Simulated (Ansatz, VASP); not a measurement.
# MnSi in VASP and in Ansatz

```
CELL_PARAMETERS angstrom
4.51819 0.00000 0.00000
0.00000 4.51819 0.00000
0.00000 0.00000 4.51819
ATOMIC_POSITIONS crystal
Mn 0.13637 0.13637 0.13637
Mn 0.36363 0.86363 0.63637
Mn 0.63637 0.36363 0.86363
Mn 0.86363 0.63637 0.36363
Si 0.84516 0.84516 0.84516
Si 0.65484 0.15484 0.34516
Si 0.34516 0.65484 0.15484
Si 0.15484 0.34516 0.65484
```

Alike in both runs: functional PBE; k mesh 8 × 8 × 8; occupations gaussian, width 0.05 eV; collinear spin.

Ansatz relaxed the structure, and its values are those at the end. VASP's run is a single point on that final structure, the one shown.

|  | VASP | Ansatz |
| --- | --- | --- |
| version | VASP 6.6.1 | Ansatz 0.2.0 |
| potentials or method | VASP PAW PBE potentials, release 64 (Mn_pv, Si) | scalar-relativistic, plane waves, PAW |
| plane-wave cutoff (eV) | 520 | 420 |
| valence electrons in the cell | 68 | 76 |

```tsv
	VASP	Ansatz	Ansatz less VASP
gap on the k mesh at the Fermi level (eV)	none	none	-
pressure (GPa)	0.0	0.0	+0.04
rms of the force components (eV/Å)	0.006	0.001	-0.0051
net moment per atom (μB)	0.50	0.50	0.000
size of the moment on the site where the two differ most (μB)	1.05	1.00	-0.052
```

Site moments also hang on the region over which each program counts them. A gap of «none» marks a metal or a gap that the smearing closes. The two sets of potentials don't hold the same shells in valence.
